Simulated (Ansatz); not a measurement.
# Li2Se (Fm-3m): how far a G0W0 gap depends on its settings

How well converged is a G0W0 gap of the known phase of Li2Se (Fm-3m) with 3 atoms a cell?

Program: Ansatz 0.2.0. G0W0, plane waves. Calculated at 0 K for a non-magnetic cell.

### 1 Starting point

The cell was relaxed beforehand with r2SCAN.

It is cubic, Fm-3m (No. 225); a = 5.987 Å in the conventional setting, 17.88 Å³ an atom. Near Li stand 4 Se at 2.59 Å; near Se stand 8 Li at 2.59 Å.

Structure file:

```cif
data_structure
_symmetry_space_group_name_H-M 'P 1'
_symmetry_Int_Tables_number 1
_cell_length_a 4.2334
_cell_length_b 4.2334
_cell_length_c 4.2334
_cell_angle_alpha 60.000
_cell_angle_beta 60.000
_cell_angle_gamma 60.000
_cell_volume 53.65
loop_
_atom_site_label
_atom_site_type_symbol
_atom_site_fract_x
_atom_site_fract_y
_atom_site_fract_z
_atom_site_occupancy
Li1 Li 0.25000 0.25000 0.25000 1
Li2 Li 0.75000 0.75000 0.75000 1
Se1 Se 0.00000 0.00000 0.00000 1
```

### 2 87 empty bands, 80 eV

File input.yaml:

```yaml
crystal:
  lattice:
    - [0.0, 2.9934588658, 2.9934588658]
    - [2.9934588658, 0.0, 2.9934588658]
    - [2.9934588658, 2.9934588658, 0.0]
  atoms:
    - { symbol: Li, position: [0.25, 0.25, 0.25] }
    - { symbol: Li, position: [0.75, 0.75, 0.75] }
    - { symbol: Se, position: [0.0, 0.0, 0.0] }
kpoints:
  mp_grid: { grid: [4, 4, 4] }
hamiltonian:
  xc: pbe
scf:
  occupations: { method: fixed }
gw:
  n_empty_bands: 87
  ecut_chi: 80
  qp_bands: [v2, c2]
  qp_kpoints: band_edges
  screening: { model: contour_deformation }
```

Launch:

```bash
$ ansatz run input.yaml --threads 4 --pin off --max-ram 5529MiB --backend cpu --events-out ev --progress --plain --runs-dir out
```

### 3 201 empty bands, 140 eV

Changes to input.yaml since step 2:

```diff
@@ -16,4 +16,4 @@
 gw:
-  n_empty_bands: 87
-  ecut_chi: 80
+  n_empty_bands: 201
+  ecut_chi: 140
   qp_bands: [v2, c2]
```

### 4 370 empty bands, 210 eV

Changes to input.yaml since step 3:

```diff
@@ -16,4 +16,4 @@
 gw:
-  n_empty_bands: 201
-  ecut_chi: 140
+  n_empty_bands: 370
+  ecut_chi: 210
   qp_bands: [v2, c2]
```

### 5 Starting from HSE06

Changes to input.yaml since step 4:

```diff
@@ -12,3 +12,3 @@
 hamiltonian:
-  xc: pbe
+  xc: hse06
 scf:
@@ -16,4 +16,4 @@
 gw:
-  n_empty_bands: 370
-  ecut_chi: 210
+  n_empty_bands: 201
+  ecut_chi: 140
   qp_bands: [v2, c2]
```

### 6 Starting from LDA

Changes to input.yaml since step 5:

```diff
@@ -12,3 +12,3 @@
 hamiltonian:
-  xc: hse06
+  xc: lda
 scf:
```

### 7 Starting from r2SCAN

Changes to input.yaml since step 6:

```diff
@@ -12,3 +12,3 @@
 hamiltonian:
-  xc: lda
+  xc: r2scan
 scf:
```

### 8 A plasmon pole in place of the full frequency dependence

Changes to input.yaml since step 7:

```diff
@@ -12,3 +12,3 @@
 hamiltonian:
-  xc: r2scan
+  xc: pbe
 scf:
@@ -20,2 +20,2 @@
   qp_kpoints: band_edges
-  screening: { model: contour_deformation }
+  screening: { model: godby_needs }
```

### 9 A finer mesh, 6×6×6

Changes to input.yaml since step 8:

```diff
@@ -10,3 +10,3 @@
 kpoints:
-  mp_grid: { grid: [4, 4, 4] }
+  mp_grid: { grid: [6, 6, 6] }
 hamiltonian:
@@ -16,6 +16,6 @@
 gw:
-  n_empty_bands: 201
-  ecut_chi: 140
+  n_empty_bands: 87
+  ecut_chi: 80
   qp_bands: [v2, c2]
   qp_kpoints: band_edges
-  screening: { model: godby_needs }
+  screening: { model: contour_deformation }
```

### 10 Norm-conserving pseudopotentials

Changes to input.yaml since step 9:

```diff
@@ -10,5 +10,6 @@
 kpoints:
-  mp_grid: { grid: [6, 6, 6] }
+  mp_grid: { grid: [4, 4, 4] }
 hamiltonian:
   xc: pbe
+  pseudopotentials: { kind: nc }
 scf:
@@ -16,4 +17,4 @@
 gw:
-  n_empty_bands: 87
-  ecut_chi: 80
+  n_empty_bands: 201
+  ecut_chi: 140
   qp_bands: [v2, c2]
```

**Question.** What will these runs give? Wanted: for each run, start; potentials; frequencies; empty bands; cutoff; Kohn-Sham gap; G0W0 gap.

The runs gave:

```
 start  potentials  frequencies  empty bands  cutoff (eV)   mesh  Kohn-Sham gap (eV)  G0W0 gap (eV)
   PBE         PAW         full           87           80  4×4×4                2.97           4.23
   PBE         PAW         full          201          140  4×4×4                2.97           4.42
   PBE         PAW         full          370          210  4×4×4                2.97           4.51
 HSE06         PAW         full          201          140  4×4×4                3.82           4.84
   LDA         PAW         full          201          140  4×4×4                2.80           4.32
r2SCAN         PAW         full          201          140  4×4×4                3.47           4.69
   PBE         PAW         pole          201          140  4×4×4                2.97           4.38
   PBE         PAW         full           87           80  6×6×6                2.97           4.25
   PBE          NC         full          201          140  4×4×4                2.97           4.40
```

Gaps are those on each run's own mesh.

What this shows: With bands and cutoff raised together, from 87 bands at 80 eV to 370 at 210 eV, the gap moves by +0.27 eV, and on the last rung by +0.09 eV; extrapolated in 1/N from the last two rungs, the limit on this k mesh would lie near 4.6 eV. The starting point matters: against PBE, HSE06 gives +0.42 eV, LDA gives -0.10 eV, r2SCAN gives +0.27 eV. The plasmon pole changes the gap by -0.043 eV. Norm-conserving potentials change it by -0.023 eV. On the finer mesh the quasiparticle shift is +1.28 eV, against +1.26 eV on the coarse one.
